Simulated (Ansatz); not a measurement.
# In2Se2 bilayer (AB) in a perpendicular field, part 3 of 3

Aim: how the In2Se2 bilayer (AB) screens a field along its normal, and what the field does to its bands. A positive field points along +c.

Ansatz 0.2.0; plane-wave DFT, PBE-D3(BJ), Ansatz PAW.

So far, gap along the path (eV): step 3 (atoms held, field 0, start network) 1.04; step 7 (field -0.1 V/Å) 1.04; step 8 (field 0.2 V/Å) 1.01; step 9 (field -0.2 V/Å) 1.02; step 10 (field 0.3 V/Å) 0.983.

## (11) Atoms held, field -0.3 V/Å

File input.yaml:

```yaml
crystal:
  lattice:
    - [4.031141464, 0.0, 0.0]
    - [-2.015570732, 3.4910709141, 0.0]
    - [0.0, 0.0, 31.7085818814]
  atoms:
    - { symbol: Se, position: [0.3333333333, 0.6666666667, 0.2838348316] }
    - { symbol: In, position: [0.0, 0.0, 0.324592175] }
    - { symbol: In, position: [0.0, 0.0, 0.4127321639] }
    - { symbol: Se, position: [0.3333333333, 0.6666666667, 0.4533217945] }
    - { symbol: Se, position: [0.6666666667, 0.3333333333, 0.5466285] }
    - { symbol: In, position: [0.3333333333, 0.6666666667, 0.5872691175] }
    - { symbol: In, position: [0.3333333333, 0.6666666667, 0.6754101462] }
    - { symbol: Se, position: [0.6666666667, 0.3333333333, 0.7161651684] }
kpoints:
  mp_grid: { grid: [12, 12, 1] }
  band_path:
    path: [[0, 0, 0], [0.5, 0, 0], [0.33333333, 0.33333333, 0], [0, 0, 0]]
    npoints: 16
hamiltonian:
  xc: pbe
  dispersion: d3bj
scf:
  occupations: { method: fermi_dirac, width: 0.02585 }
  convergence: { dr2_threshold: 1.0e-10 }
efield:
  axis: 3
  dipole_correction: true
  ramp_position: 0.963
  ramp_width: 0.0739
  amplitude: -0.3
output:
  write_potential: true
  write_density: true
  volumetric_format: npy
```

Launch:

```bash
ansatz run input.yaml --threads 4 --pin off --max-ram 8192MiB --backend cpu --events-out ev --progress --plain --runs-dir out
```

Numbers of over 12 decimals in the logs are rounded to 6 here.

The program printed:

```text
[...]
Crystal: 8 atoms, lattice volume = 446.235 Å³
Basis set: ecut = 420 eV, 8757 PW (Γ)
Bands: 70, of which v1, the nominal top of the filled ones, is band 58 counted from 1 (57 counted from 0)
Symmetry: 6 space group operations
[...]
k-points: 19 of 144 (time reversal used)
[...]
k-point 0: bands = [... 54 lower, 0.2053, 0.3477, 0.3477, 0.8650, 1.9493, 2.6754, 3.3088, 3.5600, ... 8 higher]
  k-point 1: bands = [... 54 lower, 0.1314, 0.2699, 0.3111, 0.9381, 2.3522, 2.9294, 3.6541, 3.9236, ... 8 higher]
  k-point 2: bands = [... 54 lower, -0.0648, 0.0722, 0.3645, 0.9074, 2.9193, 3.3002, 3.9204, 4.2295, ... 8 higher]
  k-point 18: bands = [... 54 lower, -0.8520, -0.7151, -0.4030, -0.3735, 2.9271, 3.2842, 3.5071, 3.8102, ... 8 higher]
[key lines of the parts left out:]
SCF converged after 17 iterations
Free energy (F): -44273.941767 eV
Fermi energy:    1.477689 eV
Dipole field:    D = -0.138467 V/Å  (p = -0.341465 e·Å, saw-weighted, corrected)
```

Wall time 69 s (4 threads of Intel Xeon at 2.50GHz (Skylake/Cascade Lake), shared host); peak memory 1.5 GiB.

The dipole is -0.341 e·Å, and the gap 1.001 eV.

## (12) Atoms held, field 0.4 V/Å

input.yaml: that of step 11 with these lines changed.

```diff
@@ -28,5 +28,5 @@
   dipole_correction: true
-  ramp_position: 0.963
-  ramp_width: 0.0739
-  amplitude: -0.3
+  ramp_position: 0.9338
+  ramp_width: 0.1325
+  amplitude: 0.4
 output:
```

The program printed:

```text
[...]
Crystal: 8 atoms, lattice volume = 446.235 Å³
Basis set: ecut = 420 eV, 8757 PW (Γ)
Bands: 70, of which v1, the nominal top of the filled ones, is band 58 counted from 1 (57 counted from 0)
Symmetry: 6 space group operations
[...]
k-points: 19 of 144 (time reversal used)
[...]
k-point 0: bands = [... 54 lower, 0.2262, 0.4013, 0.4013, 0.8871, 1.9150, 2.7062, 3.2439, 3.6115, ... 8 higher]
  k-point 1: bands = [... 54 lower, 0.1516, 0.3001, 0.3228, 0.9595, 2.3112, 2.9653, 3.5901, 3.9742, ... 8 higher]
  k-point 2: bands = [... 54 lower, -0.0450, 0.1232, 0.3471, 0.9275, 2.8716, 3.3335, 3.8862, 4.2636, ... 8 higher]
  k-point 18: bands = [... 54 lower, -0.9840, -0.7191, -0.5035, -0.2244, 2.9442, 3.1694, 3.5685, 3.8146, ... 8 higher]
[key lines of the parts left out:]
SCF converged after 15 iterations
Free energy (F): -44273.981936 eV
Fermi energy:    1.471095 eV
Dipole field:    D = 0.185093 V/Å  (p = 0.456449 e·Å, saw-weighted, corrected)
```

Wall time 65 s (4 threads); peak memory 1.5 GiB.

The dipole is 0.456 e·Å, and the gap 0.945 eV.

## (13) Atoms held, field -0.4 V/Å

input.yaml: that of step 12 with these lines changed.

```diff
@@ -30,3 +30,3 @@
   ramp_width: 0.1325
-  amplitude: 0.4
+  amplitude: -0.4
 output:
```

The program printed:

```text
[...]
Crystal: 8 atoms, lattice volume = 446.235 Å³
Basis set: ecut = 420 eV, 8757 PW (Γ)
Bands: 70, of which v1, the nominal top of the filled ones, is band 58 counted from 1 (57 counted from 0)
Symmetry: 6 space group operations
[...]
k-points: 19 of 144 (time reversal used)
[...]
k-point 0: bands = [... 54 lower, 0.2293, 0.4086, 0.4086, 0.8732, 1.9356, 2.6811, 3.2729, 3.6038, ... 8 higher]
  k-point 1: bands = [... 54 lower, 0.1546, 0.2969, 0.3301, 0.9543, 2.3258, 2.9472, 3.6104, 3.9699, ... 8 higher]
  k-point 2: bands = [... 54 lower, -0.0422, 0.1303, 0.3390, 0.9320, 2.8754, 3.3346, 3.8730, 4.2727, ... 8 higher]
  k-point 18: bands = [... 54 lower, -0.8950, -0.6928, -0.3952, -0.3273, 2.8799, 3.3276, 3.4577, 3.8502, ... 8 higher]
[key lines of the parts left out:]
SCF converged after 15 iterations
Free energy (F): -44273.981621 eV
Fermi energy:    1.480858 eV
Dipole field:    D = -0.184779 V/Å  (p = -0.455673 e·Å, saw-weighted, corrected)
```

Wall time 63 s (4 threads); peak memory 1.5 GiB.

The dipole is -0.456 e·Å, and the gap 0.968 eV.

## (14) Response, atoms held

This step: plane-wave DFT, PBE-D3(BJ), Ansatz PAW; response to a field along the normal, atoms held (Ansatz 0.2.0).

The dipoles give the slope, and the difference of two potentials shows where the field is screened.

This step gave:

```
equivalent conductor thickness p/(ε₀AE) : 14.64 Å
distance between the outer atoms        : 13.71 Å
```

The dipole of the cell by applied field:

```tsv
applied field (V/Å)	dipole of the cell (e·Å)
-0.400	-0.456
-0.300	-0.341
-0.200	-0.227
-0.100	-0.113
-0.050	-0.0566
0.000	3.9e-4
0.050	0.0573
0.100	0.114
0.200	0.228
0.300	0.342
0.400	0.456
```

Local field over the applied field, running mean. From the potentials at -0.05 and 0.05 V/Å; running mean over 2.8 Å. Local field over applied field against z:

```tsv
z (Å)	local field over applied field
4.5	0.998
5.0	0.995
5.5	0.984
6.0	0.958
6.5	0.896
7.0	0.784
7.5	0.634
8.0	0.471
8.5	0.309
9.0	0.175
9.5	0.0976
10.0	0.0685
10.5	0.0607
11.0	0.0700
11.5	0.0877
12.0	0.0845
12.5	0.0661
13.0	0.0590
13.5	0.0661
14.0	0.0895
14.5	0.139
15.0	0.197
15.5	0.230
16.0	0.235
16.5	0.213
17.0	0.163
17.5	0.106
18.0	0.0723
18.5	0.0599
19.0	0.0611
19.5	0.0771
20.0	0.0903
20.5	0.0786
21.0	0.0626
21.5	0.0638
22.0	0.0816
22.5	0.136
23.0	0.248
23.5	0.402
24.0	0.566
24.5	0.724
25.0	0.856
25.5	0.938
26.0	0.976
26.5	0.991
27.0	0.997
```

The induced electron density oscillates, so the rows of the table below give means over windows of 1 Å about each position, cut where the curve ends. Its maxima inside the range that stand out by 2 % of the span (Å: e/Å³ per V/Å): 7.9: 0.00349, 11.2: 7.4e-4, 13.1: 9.6e-4, 16.4: 0.00194, 19.5: 7.1e-4, 21.4: 0.00109. Its minima: 10.3: -0.00108, 12.2: -7.1e-4, 15.3: -0.00193, 18.6: -9.6e-4, 20.6: -7.4e-4, 23.8: -0.00348.

Electrons, planar mean, per unit field. Table of induced electron density by z; means over each step:

```tsv
z (Å)	induced electron density (e/Å³ per V/Å)
5	2.4e-5
6	2.0e-4
7	0.00125
8	0.00301
9	9.4e-4
10	-4.2e-4
11	1.9e-4
12	-3.1e-4
13	5.8e-4
14	-3.3e-4
15	-0.00151
16	5.1e-4
17	0.00118
18	2.6e-7
19	-3.1e-4
20	-2.0e-6
21	2.8e-4
22	-2.7e-5
23	-0.00154
24	-0.00283
25	-7.6e-4
26	-1.1e-4
27	-1.3e-5
```

The smaller of the gaps on the path and on the k-mesh, counted as 0 under 0.03 eV. Gap against applied field:

```tsv
applied field (V/Å)	gap (eV)
-0.400	0.968
-0.300	1.00
-0.200	1.02
-0.100	1.04
-0.050	1.04
0.000	1.04
0.050	1.04
0.100	1.03
0.200	1.01
0.300	0.983
0.400	0.945
```

By hand: between -0.05 and 0.05 V/Å the dipole changes by 0.1139 e·Å, a slope of 1.139 e·Å²/V. A perfect conductor of thickness t has p = ε₀AEt, so t = 180.95 × 1.139 / 14.073 = 14.64 Å (e/ε₀ = 180.95 V·Å, A in Å²).

The induced dipole is that of a conductor 14.64 Å thick.

## (15) What came out

- gap without field: 1.04 eV
- ionisation energy, upper face: 5.63 eV
- electron affinity, upper face: 4.59 eV
- equivalent conductor thickness, atoms held: 14.6 Å

What this shows: The induced dipole equals that of a perfect conductor 14.64 Å thick, while the outer atoms lie 13.71 Å apart; an out-of-plane ε follows only once a thickness t is chosen, by 1 − 1/ε = 14.64 Å / t. The gap goes from 1.04 eV to 0.97 eV at -0.4 V/Å. With the field reversed the gap is 0.95 eV at 0.4 V/Å. Semilocal functionals give gaps that are too small, and excitons are not included. Spin-orbit coupling is left out, which matters for the bands of elements this heavy.

[Logs are printed without paths, hosts, clocks, repeated set-up lines and the standing remarks that a program may print on its own settings, such as how far it seeks lower states.]

[Hosts, paths, dates, database ids (printed as entryN), source tags and the programs' standing remarks are cut or masked in the printed files.]

[Maps of the electrostatic potential energy from Ansatz leave out the sawtooth potential of an applied field or a dipole correction, so their vacuum need not be flat; planar profiles and work functions include it.]
